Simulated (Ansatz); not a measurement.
## BAs

**The experiment.** The Crystallography Open Database holds a cell as deposited of cubic BAs (space group F-43m), temperature not stated (1963): a = 4.777 Å, 13.63 Å³/atom.

“Basic Physical Properties of Cubic Boron Arsenide”, 2019, arxiv:1911.11281 quotes, for a bulk crystal of BAs: bulk modulus 148 GPa.

Computed with Ansatz (plane waves, PAW, 420 eV cutoff): PBE, scalar-relativistic, no spin polarisation, Γ-centred 12×12×12 mesh, 0.05 eV Gaussian smearing; PAW files: Ansatz's generated set soft_2.

```
B As
1.0
     0.00000    2.40376    2.40376
     2.40376    0.00000    2.40376
     2.40376    2.40376    0.00000
B As
1 1
Direct
  0.00000 0.00000 0.00000
  0.75000 0.75000 0.75000
```

The chain of runs began from a cell as deposited in COD, expanded in volume.

The cell above was scaled in volume, its shape and atoms being fixed by the lattice's symmetry. Energies are counted from the cell above.

The cell is relaxed to zero pressure at this level.

| V (Å³/atom) | ΔE (meV/atom) | P (GPa) | gap on the mesh (eV) |
| --- | --- | --- | --- |
| 13.33 | 10.3 | 6.0 | 1.17 |
| 13.61 | 2.6 | 2.9 | 1.19 |
| 13.89 | 0.0 | 0.1 | 1.21 |
| 14.17 | 2.0 | -2.4 | 1.23 |
| 14.44 | ? | ? | ? |

Question: Fill in the withheld row.

Answer: ΔE (meV/atom): 8.0, P (GPa): -4.6, gap on the mesh (eV): 1.25.

Question: What do the points give for the equilibrium volume, the bulk modulus and its pressure derivative (third-order Birch–Murnaghan)?

Answer: V0 = 13.90 Å³/atom, B0 = 131 GPa, B0′ = 4.1.

B0·V0 = 131.4 GPa × 13.90 Å³ = 11.40 eV/atom sets the scale: near the minimum ΔE ≈ ½ B0 V0 x², with x = V/V0 − 1, and a pressure of 1.3 GPa squeezes the volume by about 1 %. At the ends of the curve: x = −4.1 % predicts 9.6 meV/atom and the run gives 10.3; x = +3.9 % predicts 8.6 meV/atom and the run gives 8.0. The curve is steeper than the parabola on the compressed side and flatter on the expanded side: the bulk modulus rises with pressure.

**Comparison.** The computed cell (4.808 Å, 13.89 Å³/atom) differs from the database's by +1.9 % in volume, about +0.6 % in length. PBE usually overestimates volumes by a few per cent. Against the measured bulk modulus of BAs, 148 GPa (quoted in “Basic Physical Properties of Cubic Boron Arsenide”, 2019, arxiv:1911.11281), the calculated 131 GPa is off by -11.2 %. Bulk moduli follow the volume steeply: with B0′ near 4, a cell 1 % too large is about 4 % too soft, and one too small too stiff.

Kohn–Sham gaps of semilocal functionals lie under measured ones, often by a third or more.
